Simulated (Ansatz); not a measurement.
# Reading a calculation: YN in the rocksalt structure

**The experiment.** The Crystallography Open Database holds a cell as deposited of cubic YN (space group Fm-3m), temperature not stated (1990): a = 4.894 Å, 14.65 Å³/atom.

Level of theory: DFT, PBE, scalar-relativistic, no spin polarisation; plane waves to 420 eV with PAW datasets (Ansatz 0.2.0), Γ-centred 12×12×12 mesh, 0.05 eV Gaussian smearing. The datasets are Ansatz's generated set soft_2.

The start was a prototype's sites filled with these elements; the Crystallography Open Database holds the compound in this structure.

The relaxed structure (symmetry read at 0.01 Å). It takes space group Fm-3m (No. 225, cubic). Conventional cell: a = 4.907 Å, b = 4.907 Å, c = 4.907 Å, α = 90.00°, β = 90.00°, γ = 90.00°. Y (site symmetry m-3m) is surrounded by 6 N at 2.45 Å. N (site symmetry m-3m) has 6 Y at 2.45 Å as nearest neighbours. (Shells end 15 % past the nearest neighbour.)

Results at this level of theory:

```
Volume                                                : 14.77 Å³/atom
Band gap                                              : 0.21 eV
Smallest direct gap                                   : 0.61 eV
Bader charges                                         : Y 1.89; N -1.89 e
Formation energy from the elements (0 K, uncorrected) : -1.70 eV/atom
Bulk modulus (Birch–Murnaghan)                        : 159 GPa
Pressure derivative B0′                               : 4.3
Shear modulus (Hill)                                  : 121 GPa
Young's modulus                                       : 289 GPa
Poisson's ratio                                       : 0.20
Elastically stable                                    : yes
```

Should it be a metal or an insulator?

Formal charges Y³⁺, N³⁻ balance and leave closed shells on every ion, so a band insulator is expected, and the gap is 0.21 eV.

How ionic is it?

Bader charges against formal ones: Y +1.89 (+3), N −1.89 (−3). The cations give up 63 % of the formal charge; Bader charges stay under formal ones because the anions' density reaches into the cations' basins, the more so the higher the formal charge and the softer the anion.

How stiff is it, in energy terms?

B0·V0 = 159.3 GPa × 14.76 Å³ = 14.68 eV/atom sets the scale: near the minimum ΔE ≈ ½ B0 V0 x², with x = V/V0 − 1, and a pressure of 1.6 GPa squeezes the volume by about 1 %. At the ends of the curve: x = −5.4 % predicts 21.7 meV/atom and the run gives 24.0; x = +10.1 % predicts 74.4 meV/atom and the run gives 62.9. The lopsidedness is anharmonic: atoms resist being pushed together more than being pulled apart.

Which Debye temperature follows from the elastic moduli?

K = 159 GPa and G = 121 GPa (Hill). With a density of 5.786 g/cm³ (mean mass 51.5 u, 14.77 Å³/atom), K = 159.0 and G = 120.6 GPa from the unrounded constants, v_l = √((K + 4G/3)/ρ) = 7430 m/s and v_t = √(G/ρ) = 4570 m/s. The mean [(1/v_l³ + 2/v_t³)/3]^(−1/3) is 5040 m/s, and θ_D = (ħ/k_B)(6π²/V)^(1/3) v_m ≈ 610 K, with V the volume an atom.

**Comparison.** The computed cell (4.907 Å, 14.77 Å³/atom) differs from the database's by +0.8 % in volume, about +0.3 % in length. PBE usually overestimates volumes by a few per cent.
